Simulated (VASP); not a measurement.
# Zn under changes of volume

One of the cells (14.133 Å³/atom); the others are scaled copies at fixed shape and fractional positions:

```
Zn
1.0
     0.00000    1.91897    1.91897
     1.91897    0.00000    1.91897
     1.91897    1.91897    0.00000
Zn
1
Direct
  0.00000 0.00000 0.00000
```

This isn't the form of Zn at room conditions, which is hcp.

```yaml
Program: VASP 6.6.1
Functional: PBEsol
Potentials_or_basis: VASP PAW PBE potentials, release 64 (Zn)
Cutoff: 520 eV
k_mesh: 10 × 10 × 10
Occupations: fermi-dirac, width 0.05 eV
Spin: no spin polarisation
```

| volume (Å³/atom) | energy over the lowest point (meV/atom) | pressure (GPa) |
| --- | --- | --- |
| 13.568 | 6.62 | 4.1 |
| 13.850 | 1.57 | 2.0 |
| 14.133 | 0.00 | 0.1 |
| 14.416 | 1.44 | -1.5 |
| 14.698 | ? | ? |

What does the run at 14.698 Å³/atom give?

Energy over the lowest point 5.53 meV/atom; pressure -3.0 GPa.

Worked out: A Birch-Murnaghan fit of order 2 (a polynomial in V^(-2/3)) to the other rows has its minimum at 14.14 Å³/atom with B0 = V·E''(V) = 87 GPa. It gives 5.70 meV/atom at 14.698 Å³/atom, against the run's 5.53, and -dE/dV = -3.2 GPa, against -3.0.

Energies are extrapolated to zero smearing.

Caveats: the PAW data sets were made with another functional, which shifts forces and pressure a little.
